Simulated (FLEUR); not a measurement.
**PtS2 under changes of volume**

One of the cells (18.261 Å³/atom); the others are scaled copies at fixed shape and fractional positions:

```xyz
3
Lattice="3.5432 0.0000 0.0000 -1.7716 3.0685 0.0000 0.0000 0.0000 5.0388" Properties=species:S:1:pos:R:3 pbc="T T T"
Pt    0.0000    0.0000    0.0000
S     1.7716    1.0228    3.8950
S     0.0000    2.0457    1.1438
```

| Property | Result |
| --- | --- |
| Program | FLEUR MaX-R8.1 (later development tree) |
| Functional | PBE |
| Potentials or basis | all-electron |
| Basis | FLAPW |
| Kmax | 5.16 1/bohr |
| k mesh | 9 × 9 × 5 |
| Occupations | fermi-dirac, width 0.05 eV |
| Spin | no spin polarisation |

| volume (Å³/atom) | energy over the lowest point (meV/atom) | gap on the mesh (eV) |
| --- | --- | --- |
| 17.165 | 168.10 | 1.08 |
| 17.531 | 118.15 | 1.06 |
| 17.896 | 78.24 | 1.04 |
| 18.261 | 47.35 | 1.02 |
| 18.626 | ? | ? |
| 18.992 | 9.02 | 0.98 |
| 19.357 | 0.00 | 0.95 |

Problem. What does the run at 18.626 Å³/atom give?

Solution. Energy over the lowest point 24.55 meV/atom; gap on the mesh 1.00 eV.

Worked out: A Birch-Murnaghan fit of order 3 (a polynomial in V^(-2/3)) to the other rows has its minimum at 19.74 Å³/atom, just outside them, with B0 = V·E''(V) = 125 GPa and B' = 4.6 at fixed shape and positions, which overstates the stiffness. It gives 24.56 meV/atom at 18.626 Å³/atom, against the run's 24.55. A straight line through the other rows of the gap, of slope -1.06 eV per unit of ln V, gives 1.00 eV, against the run's 1.00.

Energies are extrapolated to zero smearing.

Caveats: the plane-wave cutoff is short for the semicore states, which can make moduli rough; core charge leaks out of the spheres, which shifts energies; spin-orbit coupling is left out, which moves the levels of the heavy elements; an odd mesh through Γ misses points on the zone boundary, where band edges often lie.
